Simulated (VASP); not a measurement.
Here is a VASP 6.6.1 calculation.

Contents of INCAR:

```
SYSTEM = CO2
  PREC = Accurate
  ENCUT = 520
  EDIFF = 1E-7
  ISMEAR = -1
  SIGMA = 0.05
  LREAL = Auto
  LASPH = .TRUE.
  NELM = 100
  ALGO = Normal
  ISIF = 2
  LWAVE = .FALSE.
  LCHARG = .FALSE.
  GGA = PE
  IVDW = 12
  IBRION = 2
  NSW = 35
  EDIFFG = -0.3
```

The input KPOINTS:

```
regular mesh
0
G
  1 1 1
  0 0 0
```

Contents of POSCAR:

```
CO2
1.0
    8.0824800000      0.0000000000      0.0000000000
    0.0000000000      8.0824800000      0.0000000000
    0.0000000000      0.0000000000      8.0824800000
C O
8 16
Direct
    0.5883910000      0.0914082000      0.2580677000
    0.3615122000      0.6345141000      0.5796166000
    0.9148521000      0.8588690000      0.8175459000
    0.9059915000      0.4058783000      0.7641608000
    0.3403233000      0.9159130000      0.0098717000
    0.3914493000      0.0956132000      0.6468443000
    0.1991643000      0.5153083000      0.1785435000
    0.6574914000      0.4847264000      0.3242004000
    0.6345138000      0.0182187000      0.3754646000
    0.5422683000      0.1645977000      0.1406709000
    0.3520337000      0.7747460000      0.6184907000
    0.3709907000      0.4942822000      0.5407425000
    0.9384995000      0.8597656000      0.9614418000
    0.8912046000      0.8579725000      0.6736500000
    0.8697987000      0.3888227000      0.9043935000
    0.9421842000      0.4229339000      0.6239281000
    0.4376909000      0.8477241000     -0.0746023000
    0.2429557000      0.9841019000      0.0943457000
    0.2497026000      0.0677952000      0.6268424000
    0.5331959000      0.1234313000      0.6668462000
    0.1398898000      0.4420012000      0.0672843000
    0.2584388000      0.5886154000      0.2898027000
    0.5932359000      0.4656363000      0.1946904000
    0.7217470000      0.5038165000      0.4537103000
```

Potentials or basis: VASP PAW PBE potentials, release 64 (C, O).

Command:

```console
$ cat potpaw_PBE.64/C/POTCAR potpaw_PBE.64/O/POTCAR > POTCAR
$ mpirun -np 1 vasp_gam > vasp.out
```

Task: Predict the energy gained by relaxing.

Result: 38.5 meV/atom.

Task: Predict the dispersion energy per atom.

Result: -0.044 eV.

Task: Predict the band gap on the k mesh.

Result: 6.14 eV, direct.

Stress tensor (GPa, compression positive):
```
0.19 0.16 0.14
0.16 0.43 0.19
0.14 0.19 0.18
```

Caveat: the standard files for N, O and F lose accuracy on very short bonds. As with any semilocal functional, this PBE gap is likely too small.
